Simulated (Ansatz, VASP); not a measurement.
## ZnS: VASP beside Ansatz

```
Zn S
1.0
     0.00000    2.70200    2.70200
     2.70200    0.00000    2.70200
     2.70200    2.70200    0.00000
Zn S
1 1
Direct
  0.75000 0.75000 0.75000
  0.00000 0.00000 0.00000
```

Alike in both runs: task band structure; functional B3LYP; k mesh 5 × 5 × 5; occupations fermi-dirac, width 0.05 eV; no spin polarisation.

|  | VASP | Ansatz |
| --- | --- | --- |
| version | VASP 6.6.1 | Ansatz 0.2.0 |
| potentials or method | VASP PAW PBE potentials, release 64 (Zn, S) | Ansatz PAW |
| plane-wave cutoff (eV) | 520 | 420 |
| valence electrons in the cell | 18 | 18 |

```tsv
	VASP	Ansatz	Ansatz less VASP
gap on the k mesh at the Fermi level (eV)	3.66	3.62	-0.043
least direct gap on the mesh (eV)	3.66	3.62	-0.043
pressure (GPa)	3.6	3.9	+0.31
```

Caveats: an unscreened hybrid on a path of extra k points without a Coulomb cutoff has errors near the mesh points, so the bands along the path aren't reliable (VASP); the PAW data sets were made with another functional, which shifts forces and pressure a little (VASP); the PAW data sets come from PBE, with cores solved anew for the run's functional, which leaves a small shift of forces and pressure (Ansatz); the thresholds are loose for stress (Ansatz).
